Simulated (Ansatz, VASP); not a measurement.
**NaCl: VASP beside Ansatz**

```xyz
2
Lattice="3.7824 0.0000 0.0000 0.0000 3.7824 0.0000 0.0000 0.0000 3.2220" Properties=species:S:1:pos:R:3 pbc="T T T"
Na    0.0000    0.0000    0.0000
Cl    1.8912    1.8912    1.6110
```

Change from the starting cell: strain +0.080 along x and y, -0.080 along z, atoms carried along.

Alike in both runs: task single point; functional LDA; k mesh 6 × 6 × 6; occupations gaussian, width 0.05 eV; no spin polarisation.

|  | VASP | Ansatz |
| --- | --- | --- |
| version | VASP 6.6.1 | Ansatz 0.2.0 |
| potentials or method | VASP PAW LDA potentials, release 64 (Na_pv, Cl) | scalar-relativistic, plane waves, PAW |
| plane-wave cutoff (eV) | 520 | 420 |
| valence electrons in the cell | 14 | 16 |

|  | VASP | Ansatz | Ansatz less VASP |
| --- | --- | --- | --- |
| gap on the k mesh at the Fermi level (eV) | 2.37 | 2.37 | -0.006 |
| least direct gap on the mesh (eV) | 2.62 | 2.61 | -0.006 |
| pressure (GPa) | -3.7 | -3.6 | +0.02 |
| largest component of the traceless stress (GPa) | 7.41 | 7.41 | +0.003 |

The two sets of potentials don't hold the same shells in valence.

A k mesh can miss the band edges.
